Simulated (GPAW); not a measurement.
Ru:

```
CELL_PARAMETERS angstrom
2.70580 0.00000 0.00000
-1.35290 2.34329 0.00000
0.00000 0.00000 4.28190
ATOMIC_POSITIONS crystal
Ru 0.66667 0.33333 0.75000
Ru 0.33333 0.66667 0.25000
```

| Item | Value |
| --- | --- |
| Program | GPAW 26.7.0 |
| Task | relaxation of cell and atoms |
| Functional | M06-L |
| Dispersion | D3 |
| Potentials or basis | GPAW PAW data sets (gpaw-data 1.2.1) |
| Cutoff | 600 eV |
| Basis | pw |
| k mesh | 8 × 8 × 5 |
| Occupations | fermi-dirac, width 0.05 eV |
| Spin | no spin polarisation |

At the start: pressure -9.7 GPa; volume 13.57 Å³/atom.

**Question.** How do energy, volume and symmetry change on relaxing?

**Answer.** Over 5 steps the energy falls by 11.7 meV/atom and the volume is 13.15 Å³/atom (-3.1 %); space group P6_3/mmc (No. 194, to 0.05 Å).

Step by step:
```tsv
step	energy change (eV)	largest force (eV/Å)	pressure (GPa)	volume (Å³)
1	0.0000	0.0010	-9.67	27.15
2	-0.0193	0.0004	-4.55	26.68
3	-0.0233	0.0008	0.30	26.28
4	-0.0234	0.0001	0.01	26.30
5	-0.0235	0.0003	-0.05	26.30
```

Final structure:
```cif
data_structure
_symmetry_space_group_name_H-M 'P 1'
_symmetry_Int_Tables_number 1
_cell_length_a 2.6753
_cell_length_b 2.6753
_cell_length_c 4.2435
_cell_angle_alpha 90.000
_cell_angle_beta 90.000
_cell_angle_gamma 120.000
_cell_volume 26.30
loop_
_atom_site_label
_atom_site_type_symbol
_atom_site_fract_x
_atom_site_fract_y
_atom_site_fract_z
_atom_site_occupancy
Ru1 Ru 0.66667 0.33333 0.75000 1
Ru2 Ru 0.33333 0.66667 0.25000 1
```

Caveat: later steps reuse the first step's grids; the PAW data sets were made with another functional, which shifts forces and pressure a little; pairwise dispersion overbinds metals, which lowers pressure and volume.
